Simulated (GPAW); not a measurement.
**GaP: single point with PBE**

GaP:

```
Ga P
1.0
     3.45666    0.00000    0.00000
     0.00000    3.45666    0.00000
     0.00000    0.00000    2.80256
Ga P
1 1
Cartesian
  0.0000 0.0000 0.0000
  1.7283 1.7283 1.4013
```

The cell was built by a generator and needn't be a form met in nature.

```
Program             : GPAW 26.7.0
Task                : single point
Functional          : PBE
Potentials or basis : GPAW PAW data sets (gpaw-data 1.2.1)
Cutoff              : 600 eV
Basis               : pw
k mesh              : 8 × 8 × 9
Occupations         : fermi-dirac, width 0.05 eV
Spin                : no spin polarisation
Maxiter             : 150
```

```json
{
 "Pressure": "-0.2 GPa",
 "Band gap on the k mesh": "none (metal or under the smearing width)"
}
```

Stress tensor (GPa, compression positive):
```
-0.20  0.00  0.00
 0.00 -0.20  0.00
 0.00  0.00 -0.11
```

Levels at points of the mesh, in eV from the Fermi level:
```
           k point  band 1  band 2  band 3  band 4  band 5  band 6  band 7
(0.00, 0.00, 0.00)  -13.69   -2.59   -2.17   -2.17    2.72    3.47    7.04
(0.50, 0.00, 0.00)  -11.83   -9.12   -0.36    2.57    2.86    2.99    3.84
(0.50, 0.50, 0.00)  -10.42   -6.07   -5.98   -5.98    4.31    9.70    9.70
```

It took 9.6 s on 1 thread of Arm Neoverse V2, with other jobs on the host, peak memory 0.16 GiB.
